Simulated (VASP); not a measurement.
Output of a VASP run:

**OUTCAR**
```
 ion  position               nearest neighbor table
   1  0.667  0.333  0.500-   4 2.14   4 2.14   4 2.14   3 2.15   2 3.48   2 3.48   2 3.48   2 3.48
                             2 3.48   2 3.48
   2  0.333  0.667  1.000-   3 2.14   3 2.14   3 2.14   4 2.15   1 3.48   1 3.48   1 3.48   1 3.48
                             1 3.48   1 3.48
   3  0.667  0.333  0.879-   2 2.14   2 2.14   2 2.14   1 2.15
   4  0.333  0.667  0.379-   1 2.14   1 2.14   1 2.14   2 2.15
  LATTYP: Found a hexagonal cell.
 ALAT       =     3.5128376512
 C/A-ratio  =     1.6127517945
 Subroutine PRICEL returns:
 Original cell was already a primitive cell.
 Subroutine GETGRP returns: Found 12 space group operations
The static configuration has the point symmetry C_3v.
 The point group associated with its full space group is C_6v.
The dynamic configuration has the point symmetry C_3v.
 Subroutine INISYM returns: Found 12 space group operations
 Subroutine IBZKPT returns following result:
 Found     56 irreducible k-points:

 Following reciprocal coordinates:
            Coordinates               Weight
  0.000000  0.000000  0.000000      1.000000
  0.100000  0.000000  0.000000      6.000000
  0.200000  0.000000  0.000000      6.000000
  0.300000  0.000000  0.000000      6.000000
  0.400000  0.000000  0.000000      6.000000
  0.500000  0.000000  0.000000      3.000000
  0.100000  0.100000  0.000000      6.000000
  0.200000  0.100000  0.000000     12.000000
  0.300000  0.100000  0.000000     12.000000
  0.400000  0.100000  0.000000     12.000000
  0.200000  0.200000  0.000000      6.000000
  0.300000  0.200000  0.000000     12.000000
  0.400000  0.200000  0.000000      6.000000
  0.300000  0.300000  0.000000      6.000000
  0.000000  0.000000  0.166667      2.000000
  0.100000  0.000000  0.166667     12.000000
  0.200000  0.000000  0.166667     12.000000
  0.300000  0.000000  0.166667     12.000000
  0.400000  0.000000  0.166667     12.000000
  0.500000  0.000000  0.166667      6.000000
  0.100000  0.100000  0.166667     12.000000
  0.200000  0.100000  0.166667     24.000000
  0.300000  0.100000  0.166667     24.000000
  0.400000  0.100000  0.166667     24.000000
  0.200000  0.200000  0.166667     12.000000
  0.300000  0.200000  0.166667     24.000000
  0.400000  0.200000  0.166667     12.000000
  0.300000  0.300000  0.166667     12.000000
  0.000000  0.000000  0.333333      2.000000
  0.100000  0.000000  0.333333     12.000000
  0.200000  0.000000  0.333333     12.000000
  0.300000  0.000000  0.333333     12.000000
  0.400000  0.000000  0.333333     12.000000
  0.500000  0.000000  0.333333      6.000000
  0.100000  0.100000  0.333333     12.000000
  0.200000  0.100000  0.333333     24.000000
  0.300000  0.100000  0.333333     24.000000
  0.400000  0.100000  0.333333     24.000000
  0.200000  0.200000  0.333333     12.000000
  0.300000  0.200000  0.333333     24.000000
   k-points           NKPTS =     56   k-points in BZ     NKDIM =     56   number of bands    NBANDS=     22
   number of dos      NEDOS =    301   number of ions     NIONS =      4
   total plane-waves  NPLWV =  32928
   dimension x,y,z NGX =    28 NGY =   28 NGZ =   42
   dimension x,y,z NGXF=    56 NGYF=   56 NGZF=   84
   ions per type =               2   2
   PREC   = accura    normal or accurate (medium, high low for compatibility)
   ISTART =      0    job   : 0-new  1-cont  2-samecut
   ICHARG =      2    charge: 1-file 2-atom 10-const
   ISPIN  =      1    spin polarized calculation?
   LNONCOLLINEAR =      F non collinear calculations
   LSORBIT =      F    spin-orbit coupling
   INIWAV =      1    electr: 0-lowe 1-rand  2-diag
   ENCUT  =  520.0 eV  38.22 Ry    6.18 a.u.   6.53  6.53 10.53*2*pi/ulx,y,z
   NELM   =    100;   NELMIN=  2; NELMDL= -5     # of ELM steps
   EDIFF  = 0.1E-06   stopping-criterion for ELM
   LREAL  =      F    real-space projection
   NLSPLINE    = F    spline interpolate recip. space projectors
...
```

### OSZICAR
```
       N       E                     dE             d eps       ncg     rms          rms(c)
DAV:   1     0.348726550977E+03    0.34873E+03   -0.18482E+04  2464   0.231E+03
DAV:   2     0.199809515174E+02   -0.32875E+03   -0.32022E+03  2590   0.488E+02
DAV:   3    -0.245647282301E+02   -0.44546E+02   -0.43946E+02  3382   0.186E+02
DAV:   4    -0.259348443711E+02   -0.13701E+01   -0.13665E+01  2988   0.355E+01
DAV:   5    -0.259818415055E+02   -0.46997E-01   -0.46989E-01  3252   0.600E+00    0.149E+01
DAV:   6    -0.212121894164E+02    0.47697E+01   -0.20442E+01  4270   0.621E+01    0.115E+01
DAV:   7    -0.213550881128E+02   -0.14290E+00   -0.23518E+00  2550   0.126E+01    0.341E+00
DAV:   8    -0.213220923415E+02    0.32996E-01   -0.21599E-01  3948   0.551E+00    0.185E+00
DAV:   9    -0.213127748901E+02    0.93175E-02   -0.51940E-02  3946   0.336E+00    0.418E-01
DAV:  10    -0.213113559792E+02    0.14189E-02   -0.67998E-03  4020   0.117E+00    0.219E-01
DAV:  11    -0.213120402688E+02   -0.68429E-03   -0.64058E-03  4194   0.801E-01    0.169E-01
DAV:  12    -0.213117151669E+02    0.32510E-03   -0.16204E-03  3816   0.505E-01    0.367E-02
DAV:  13    -0.213117286326E+02   -0.13466E-04   -0.11062E-04  3294   0.862E-02    0.123E-02
DAV:  14    -0.213117286544E+02   -0.21786E-07   -0.32563E-06  3064   0.173E-02    0.106E-02
DAV:  15    -0.213117285004E+02    0.15407E-06   -0.15074E-06  2926   0.820E-03    0.440E-03
DAV:  16    -0.213117281108E+02    0.38954E-06   -0.19580E-06  3104   0.168E-02    0.255E-03
DAV:  17    -0.213117280808E+02    0.30038E-07   -0.33774E-07  2540   0.413E-03
   1 F= -.21311728E+02 E0= -.21311816E+02  d E =-.213117E+02
```

File OUTCAR:
```
------------------------ aborting loop because EDIFF is reached ----------------------------------------
  FORCE on cell =-STRESS in cart. coord.  units (eV):
  Direction    XX          YY          ZZ          XY          YZ          ZX
  --------------------------------------------------------------------------------------
  Total        3.2211273      3.2211274      3.2537564      0.0000000      0.0000000     -0.0000000
  in kB       85.2405161     85.2405201     86.1039801      0.0000000      0.0000000     -0.0000000
  external PRESSURE =      85.5283387 kB  Pullay stress =       0.0000000 kB
  volume of cell :       60.54
      direct lattice vectors                 reciprocal lattice vectors
     1.756418795 -3.042206663  0.000000000     0.284670149 -0.164354383  0.000000000
     1.756418795  3.042206663  0.000000000     0.284670149  0.164354383  0.000000000
     0.000000000  0.000000000  5.665335226     0.000000000  0.000000000  0.176512062
 POSITION                                       TOTAL-FORCE (eV/Angst)
 -----------------------------------------------------------------------------------
      1.75642     -1.01407      2.83184         0.000000     -0.000000     -0.002733
      1.75642      1.01407      5.66450         0.000000      0.000000     -0.002733
      1.75642     -1.01407      4.98066         0.000000      0.000000      0.002733
      1.75642      1.01407      2.14799        -0.000000      0.000000      0.002733
 -----------------------------------------------------------------------------------
    total drift:                                0.000000      0.001494      0.000240
  FREE ENERGIE OF THE ION-ELECTRON SYSTEM (eV)
  ---------------------------------------------------
  free  energy   TOTEN  =       -21.3117280808 eV

  energy  without entropy=      -21.3119913152  energy(sigma->0) =      -21.31181583

 reached required accuracy - stopping structural energy minimisation
```
(Selected blocks of OUTCAR.)

File POSCAR:
```
InN
1
    1.7564187945    -3.0422066633     0.0000000000
    1.7564187945     3.0422066633     0.0000000000
    0.0000000000     0.0000000000     5.6653352257
In N
2 2
Direct
  0.6666670000   0.3333330000   0.4998532939
  0.3333330000   0.6666670000   0.9998532939
  0.6666670000   0.3333330000   0.8791467061
  0.3333330000   0.6666670000   0.3791467061
```

Question: Write an INCAR and KPOINTS that could have produced this output.

Answer: Several could match; the one computed here: the input of the run itself, PBE GGA, plane waves, VASP's PBE PAW potentials (set 64).

### INCAR
```
SYSTEM = InN
PREC = Accurate
ENCUT = 520
EDIFF = 1E-7
NELM = 100
ALGO = Normal
LREAL = .FALSE.
LASPH = .TRUE.
ISMEAR = 1
SIGMA = 0.1
GGA = PE
LMAXMIX = 4
LWAVE = .FALSE.
LCHARG = .FALSE.
ISIF = 4
IBRION = 2
NSW = 30
EDIFFG = -0.01
```

**KPOINTS**
```
Regular mesh
0
gamma
 10 10 6
```

POTCAR, in this order: In_d N (PBE.64 set). Program: vasp_std.

The compound is InN in the wurtzite structure. This cell is one point of a volume scan, at 0.94 of the reference volume.
